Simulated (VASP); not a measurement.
# Ce (Fm-3m) in VASP: further runs

Runs on Ce. Level: r2SCAN. Tasks: single point.

Everything below comes from runs of VASP 6.6.1. Logs are shortened: lines on timing, memory, paths and dates and some standing lists are left out, and cuts for length are marked.

## (1) The structure

It takes space group Fm-3m (No. 225, cubic). Conventional cell: a = 5.161 Å, b = 5.161 Å, c = 5.161 Å, α = 90.00°, β = 90.00°, γ = 90.00°. Around Ce (site symmetry m-3m) lie 12 Ce at 3.65 Å.

## (2) Single point, r2SCAN, collinear spin, ferromagnetic start

Contents of INCAR:

```
  PREC = Accurate
  ENCUT = 450
  EDIFF = 1E-6
  ISMEAR = 1
  SIGMA = 0.15
  LREAL = False
  LASPH = True
  NELM = 100
  ALGO = Normal
  ISIF = 2
  LWAVE = False
  LCHARG = False
  ISPIN = 2
  MAGMOM = 1
  LORBIT = 11
  LMAXMIX = 6
  METAGGA = R2SCAN
  LMIXTAU = True
  NBANDS = 16
  ADDGRID = False
```

Contents of KPOINTS:

```
Automatic mesh
0
Gamma
  5 5 5
```

Contents of POSCAR:

```
Ce
1.0
    0.0000000000      2.5806000000      2.5806000000
    2.5806000000      0.0000000000      2.5806000000
    2.5806000000      2.5806000000      0.0000000000
Ce
1
Direct
    0.0000000000      0.0000000000      0.0000000000
```

Potentials or basis: VASP PAW PBE potentials, release 64 (Ce).

Launch:

```console
cat potpaw_PBE.64/Ce/POTCAR > POTCAR
mpirun -np 1 vasp_std > vasp.out
```

OUTCAR:

```text
PREC = Accurate
   ENCUT = 450
   EDIFF = 1E-6
   ISMEAR = 1
   LREAL = False
   LASPH = True
   NELM = 100
   ISIF = 2
   ISPIN = 2
   LORBIT = 11
   METAGGA = R2SCAN

 Found     10 irreducible k-points:

 Following reciprocal coordinates:
            Coordinates               Weight
  0.000000  0.000000  0.000000      1.000000
  0.200000  0.000000  0.000000      8.000000
  0.400000  0.000000  0.000000      8.000000
  0.200000  0.200000  0.000000      6.000000
  0.400000  0.200000  0.000000     24.000000
 -0.400000  0.200000  0.000000     24.000000
   k-points           NKPTS =     10   k-points in BZ     NKDIM =     10   number of bands    NBANDS=     16
   number of dos      NEDOS =    301   number of ions     NIONS =      1
   total plane-waves  NPLWV =  21952
   dimension x,y,z NGX =    28 NGY =   28 NGZ =   28
   dimension x,y,z NGXF=    56 NGYF=   56 NGZF=   56
   ions per type =               1
   NGX,Y,Z   is equivalent  to a cutoff of  12.75, 12.75, 12.75 a.u.
   NGXF,Y,Z  is equivalent  to a cutoff of  25.51, 25.51, 25.51 a.u.
 SYSTEM =  unknown system
   PREC   = accura    normal or accurate (medium, high low for compatibility)
   ISTART =      0    job   : 0-new  1-cont  2-samecut
   ICHARG =      2    charge: 1-file 2-atom 10-const
   ISPIN  =      2    spin polarized calculation?
   LNONCOLLINEAR =      F non collinear calculations
   LSORBIT =      F    spin-orbit coupling
   LASPH  =      T    aspherical Exc in radial PAW
   ENCUT  =  450.0 eV  33.07 Ry    5.75 a.u.   6.31  6.31  6.31*2*pi/ulx,y,z
   NELM   =    100;   NELMIN=  2; NELMDL= -5     # of ELM steps
   EDIFF  = 0.1E-05   stopping-criterion for ELM
   LREAL  =      F    real-space projection
   EDIFFG = 0.1E-04   stopping-criterion for IOM
   NSW    =      0    number of steps for IOM
   IBRION =     -1    ionic relax: 0-MD 1-quasi-New 2-CG
   NFREE  =      0    steps in history (QN), initial steepest desc. (CG)
   ISIF   =      2    stress and relaxation
   ISYM   =      2    0-nonsym 1-usesym 2-fastsym
   POTIM  = 0.5000    time-step for ionic-motion
   TEBEG  =    0.0;   TEEND  =   0.0 temperature during run
   PSTRESS=    0.0 pullay stress
   NELECT =      12.0000    total number of electrons
   NUPDOWN=      -1.0000    fix difference up-down
   EMIN   =  10.00;   EMAX   =-10.00  energy-range for DOS
   EFERMI =   0.00;   METHOD = LEGACY
   ISMEAR =     1;   SIGMA  =   0.15  broadening in eV -4-tet -1-fermi 0-gaus
   EFERMI_NEDOS =   21; number of points for ismear=-14 and -15
   IALGO  =     38    algorithm
   IMIX   =      4    mixing-type and parameters
     AMIX     =   0.40;   BMIX     =  1.00
     AMIX_MAG =   1.60;   BMIX_MAG =  1.00
  volume/ion in A,a.u.               =      34.37       231.95
  Fermi-wavevector in a.u.,A,eV,Ry     =   1.152757  2.178395 18.080094  1.328849
  Thomas-Fermi vector in A             =   2.289406
   LORBIT       =     11    0 simple, 1 ext, 2 COOP (PROOUT), +10 PAW based schemes
   METAGGA = R2SCAN    functional components
   LHFCALC =     F    Hartree Fock is set to
   AEXX    =    0.0000 exact exchange contribution
   IVDW    =     0    specifies the selected vdW correction
   LEPSILON=     F    determine dielectric tensor
   LRPA    =     F    only Hartree local field effects (RPA)
 spin polarized calculation
 Methfessel and Paxton  Order N= 1 SIGMA  =   0.15
  energy-cutoff  :      450.00
  volume of cell :       34.37
 maximum number of plane-waves:       763
 NGX is ok and might be reduce to    28
   NGX = 13   NGY = 13   NGZ = 13

 number of electron      11.9999999 magnetization       0.0322579

 number of electron      11.9999999 magnetization      -0.0002398

 Free energy of the ion-electron system (eV)
  ---------------------------------------------------
  ext. energy  EPLUGINS =         0.00000000
  ---------------------------------------------------
  free energy    TOTEN  =       -30.57787281 eV

  energy without entropy =      -30.58717071  energy(sigma->0) =      -30.58097211

 E-fermi :   6.8352     XC(G=0): -10.7728

 val. band max:        6.7107873961   @ k =   0.0000   0.0000   0.0000
 cond. band min:       6.8569166303   @ k =  -0.2000   0.2000   0.0000
 fundamental gap:      0.1461292341
 Fermi energy:         6.8352044084

 spin component 1

 k-point     1 :       0.0000    0.0000    0.0000
  band No.  band energies     occupation
      1     -29.1504      1.00000
      2     -10.6683      1.00000
      3     -10.6683      1.00000
      4     -10.6683      1.00000
      5       3.5300      1.00000
      6       6.7108      0.99720
[... 8 lines left out ...]
     15       8.6893     -0.00000
     16      11.2882      0.00000
[... 77 lines left out ...]
 k-point     6 :      -0.4000    0.2000    0.0000
  band No.  band energies     occupation
      1     -28.9083      1.00000
      2     -11.9474      1.00000
      3     -11.2380      1.00000
      4     -10.9242      1.00000
      5       5.9940      1.00000
      6       6.5976      1.02382
[... 8 lines left out ...]
     15       9.6173     -0.00000
     16      12.6036      0.00000

 [... further k-points ...]

 spin component 2

 k-point     1 :       0.0000    0.0000    0.0000
  band No.  band energies     occupation
      1     -29.1505      1.00000
      2     -10.6684      1.00000
      3     -10.6684      1.00000
      4     -10.6684      1.00000
      5       3.5297      1.00000
      6       6.7103      0.99792
[... 8 lines left out ...]
     15       8.6891     -0.00000
     16      11.2882      0.00000
[... 77 lines left out ...]
 k-point     6 :      -0.4000    0.2000    0.0000
  band No.  band energies     occupation
      1     -28.9084      1.00000
      2     -11.9475      1.00000
      3     -11.2380      1.00000
      4     -10.9243      1.00000
      5       5.9937      1.00000
      6       6.5976      1.02379
[... 8 lines left out ...]
     15       9.6173     -0.00000
     16      12.6035      0.00000

 [... further k-points ...]
[... 5 lines left out ...]
  --------------------------------------------------------------------------------------
  -------------------------------------------------------------------------------------
  Total       -1.5820239     -1.5820239     -1.5820239     -0.0000000      0.0000000     -0.0000000
  in kB      -73.7448236    -73.7448236    -73.7448236     -0.0000000      0.0000000     -0.0000000
  external PRESSURE =     -73.7448236 kB  Pullay stress =       0.0000000 kB

 VOLUME and BASIS-vectors are now :
 -----------------------------------------------------------------------------
  energy-cutoff  :      450.00
  volume of cell :       34.37
      direct lattice vectors                 reciprocal lattice vectors
     0.000000000  2.580600000  2.580600000    -0.193753391  0.193753391  0.193753391
     2.580600000  0.000000000  2.580600000     0.193753391 -0.193753391  0.193753391
     2.580600000  2.580600000  0.000000000     0.193753391  0.193753391 -0.193753391

 POSITION                                       TOTAL-FORCE (eV/Angst)
 -----------------------------------------------------------------------------------
      0.00000      0.00000      0.00000         0.000000      0.000000      0.000000
 -----------------------------------------------------------------------------------
    total drift:                               -0.000000      0.000000     -0.000000

  FREE ENERGIE OF THE ION-ELECTRON SYSTEM (eV)
  ---------------------------------------------------
  free  energy   TOTEN  =       -30.5778728108 eV

  energy  without entropy=      -30.5871707101  energy(sigma->0) =      -30.58097211

 total charge

# of ion       s       p       d       f       tot
--------------------------------------------------
    1        2.120   5.643   0.994   0.930   9.687

 magnetization (x)

# of ion       s       p       d       f       tot
--------------------------------------------------
    1        0.000  -0.000   0.000   0.000   0.000
```

OSZICAR:

```text
N       E                     dE             d eps       ncg     rms          rms(c)
DAV:   1     0.617334108288E+02    0.61733E+02   -0.44693E+03   640   0.824E+02
[... 22 lines left out ...]
DAV:  24    -0.305778825348E+02    0.17141E-04   -0.28142E-05   840   0.448E-02    0.429E-02
DAV:  25    -0.305778755816E+02    0.69532E-05   -0.13393E-04   856   0.921E-02    0.347E-02
DAV:  26    -0.305778728755E+02    0.27061E-05   -0.39647E-05   880   0.559E-02    0.168E-02
DAV:  27    -0.305778698895E+02    0.29860E-05   -0.13311E-05   896   0.269E-02    0.253E-03
DAV:  28    -0.305778715702E+02   -0.16807E-05   -0.11886E-06   456   0.107E-02    0.225E-03
DAV:  29    -0.305778729045E+02   -0.13343E-05   -0.23432E-06   336   0.132E-02    0.294E-03
DAV:  30    -0.305778728108E+02    0.93679E-07   -0.61501E-07   336   0.916E-03
   1 F= -.30577873E+02 E0= -.30580972E+02  d E =0.929790E-02  mag=    -0.0002
```

stdout:

```text
POSCAR found type information on POSCAR Ce
 POSCAR found :  1 types and       1 ions
 scaLAPACK will be used
 -----------------------------------------------------------------------------
|                                                                             |
|                                                                             |
|     You enforced a specific xc type in the INCAR file but a different       |
|     I HOPE YOU KNOW WHAT YOU ARE DOING!                                     |
|                                                                             |
 -----------------------------------------------------------------------------

 LDA part: xc-table for (None), standard interpolation
 POSCAR, INCAR and KPOINTS ok, starting setup
 FFT: planning ... GRIDC
 FFT: planning ... GRID_SOFT
 FFT: planning ... GRID
 WAVECAR not read
 entering main loop
```

Run time: 58 s. Hardware: 1 thread of AMD EPYC 9R45 (Zen 5), shared host; peak memory 0.17 GiB.

The run converged, but some of its settings lie outside the range that counts as converged, so its numbers aren't taken as properties of the crystal.

What came out:

* Free energy: -30.5779 eV
* Pressure: -7.4 GPa
* Band gap on the k mesh: none (metal or under the smearing width)
* Net moment: 0.00 μB per cell
* Valence electrons inside the program's atomic spheres: Ce 9.69

Caveat: the k mesh is coarse (spacing up to 0.42 Å⁻¹), so the values aren't converged; the magnetic or orbital state may not be the lowest; the PAW data sets were made with another functional, which shifts forces and pressure a little; spin-orbit coupling is left out, which moves the levels of the heavy elements.

## (3) Single point, r2SCAN, collinear spin, ferromagnetic start

INCAR is that of step 2.

KPOINTS is that of step 2.

Contents of POSCAR:

```
Ce
1.0
   -0.0014590000      2.6450560000      2.5959010000
    2.4929090000     -0.0085020000      2.6029440000
    2.4890890000      2.6482780000     -0.0046820000
Ce
1
Direct
    0.0101940000     -0.0185160000      0.0163130000
```

Potentials or basis: VASP PAW PBE potentials, release 64 (Ce).

Launch:

```console
cat potpaw_PBE.64/Ce/POTCAR > POTCAR
mpirun -np 1 vasp_std > vasp.out
```

It took 5.5 min on 1 thread of AMD EPYC 9R45 (Zen 5), shared host; peak memory 0.2 GiB.

The run converged, but some of its settings lie outside the range that counts as converged, so its numbers aren't taken as properties of the crystal.

Results:

```
Free energy                                           : -30.5678 eV
Pressure                                              : -7.2 GPa
Band gap on the k mesh                                : none (metal or under the smearing width)
Net moment                                            : 0.00 μB per cell
Valence electrons inside the program's atomic spheres : Ce 9.69
```

Caveat: the k mesh is coarse (spacing up to 0.42 Å⁻¹), so the values aren't converged; the magnetic or orbital state may not be the lowest; the PAW data sets were made with another functional, which shifts forces and pressure a little; spin-orbit coupling is left out, which moves the levels of the heavy elements.

## (4) Single point, r2SCAN, collinear spin, ferromagnetic start

INCAR: that of step 3 with these lines changed.

```diff
@@ -4,3 +4,3 @@
   ISMEAR = 1
-  SIGMA = 0.15
+  SIGMA = 0.4
   LREAL = False
```

KPOINTS is that of step 3.

Contents of POSCAR:

```
Ce
1.0
    0.0000000000      2.5806000000      2.5806000000
    2.5806000000      0.0000000000      2.5806000000
    2.5806000000      2.5806000000      0.0000000000
Ce
1
Direct
    0.0000000000      0.0000000000      0.0000000000
```

Launch:

```console
cat potpaw_PBE.64/Ce/POTCAR > POTCAR
mpirun -np 1 vasp_std > vasp.out
```

Run time: 71 s. Hardware: 1 thread of AMD EPYC 9R45 (Zen 5), shared host; peak memory 0.17 GiB.

The run converged, but some of its settings lie outside the range that counts as converged, so its numbers aren't taken as properties of the crystal.

What came out:

- Free energy: -30.5325 eV
- Pressure: -7.6 GPa
- Band gap on the k mesh: none (metal or under the smearing width)
- Net moment: 0.00 μB per cell
- Valence electrons inside the program's atomic spheres: Ce 9.68

Caveat: the k mesh is coarse (spacing up to 0.42 Å⁻¹), so the values aren't converged; the magnetic or orbital state may not be the lowest; the PAW data sets were made with another functional, which shifts forces and pressure a little; spin-orbit coupling is left out, which moves the levels of the heavy elements.
